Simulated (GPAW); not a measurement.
Set up this calculation in GPAW 26.7.0, as an ASE script.

* Task: band structure
* Functional: revTPSS
* Potentials or basis: GPAW PAW data sets (gpaw-data 1.2.1)
* Cutoff: 800 eV
* Basis: pw
* k mesh: 6 × 6 × 6
* Occupations: fermi-dirac, width 0.05 eV
* Spin: spin-orbit coupling, no magnetisation
* Eigensolver: davidson
* Maxiter: 150
* Band path: GXWKGLUWLK,UX
* Band points: 100
* spin axis theta (degrees): 90
* spin axis phi (degrees): 45
* Soc after scf: second variation without the xc potential

Crystal: NaI.

```
I Na
1.0
     0.00000    3.23640    3.23640
     3.23640    0.00000    3.23640
     3.23640    3.23640    0.00000
I Na
1 1
Cartesian
  3.2364 3.2364 3.2364
  0.0000 0.0000 0.0000
```

The input as run:

run.py

```python
import numpy as np
from ase.dft.bandgap import bandgap
from ase.io import write
from ase.spacegroup import crystal
from ase.units import GPa
from gpaw import GPAW, PW
from gpaw.spinorbit import soc_eigenstates

# I 4b
# Na 4a
atoms = crystal(['I', 'Na'],
                basis=[[0.5, 0.0, 0.0],
                       [0.0, 0.0, 0.0]],
                spacegroup=225, setting=1,  # Fm-3m
                cellpar=[6.4728, 6.4728, 6.4728, 90.0, 90.0, 90.0],
                primitive_cell=True)

calc = GPAW(mode=PW(800),
            xc='MGGA_X_REVTPSS+MGGA_C_REVTPSS',
            kpts={'size': (6, 6, 6), 'gamma': True},
            occupations={'name': 'fermi-dirac', 'width': 0.05},
            nbands=15,
            convergence={'density': 1e-05, 'energy': 1e-05},
            eigensolver='davidson',
            maxiter=150,
            txt='gpaw.txt')
atoms.calc = calc
energy = atoms.get_potential_energy()
forces = atoms.get_forces()
stress = atoms.get_stress()
calc.write('gs.gpw')
write('result.traj', atoms)
print(f'Energy: {energy:.6f} eV')
print('Forces (eV/A):')
print(forces.round(4))
print('Stress (GPa):', (stress / GPa).round(3))
print('Fermi level:', round(calc.get_fermi_level(), 4), 'eV')
print(f'Gap: {bandgap(calc)[0]:.4f} eV, direct: {bandgap(calc, direct=True)[0]:.4f} eV')

path = atoms.cell.bandpath('GXWKGLUWLK,UX', npoints=100, eps=1e-4)
bs_calc = calc.fixed_density(kpts=path, symmetry='off', nbands=28,
                             convergence={'bands': 'CBM+6.0', 'eigenstates': 1e-6}, txt='bands.txt')
bs = bs_calc.band_structure()
bs.write('bs.json')
print(f'Gap on the path: {bandgap(bs_calc)[0]:.4f} eV')

soc = soc_eigenstates(bs_calc, theta=90, phi=45, ignore_xc_potential=True)
np.savetxt('soc_bands.dat', soc.eigenvalues(), fmt='%.4f')
mesh = soc_eigenstates('gs.gpw', theta=90, phi=45, ignore_xc_potential=True)
np.savetxt('soc_mesh.dat', mesh.eigenvalues(), fmt='%.4f')
print('Fermi level with spin-orbit coupling:', round(mesh.fermi_level, 4), 'eV')
```

Potentials or basis: GPAW PAW data sets (gpaw-data 1.2.1), pw.

Command:

```console
$ OMP_NUM_THREADS=1 python run.py
```

Results of the run:

```yaml
Pressure: 0.1 GPa
Band_gap_on_the_k_mesh: 3.63 eV, direct
Band_gap_along_the_path: 3.64 eV, direct
```

Caveat: spin-orbit coupling was added after a scalar SCF, so levels and gaps hold it while energy, forces, pressure and moments don't; this program's spin-orbit splittings come out too wide for heavy elements; the PAW data sets were made with another functional, which shifts forces and pressure a little.

Run time: 2.4 min on 1 thread of Intel(R) Xeon(R) 6975P-C (Granite Rapids), on a shared host, peak memory 0.54 GiB.
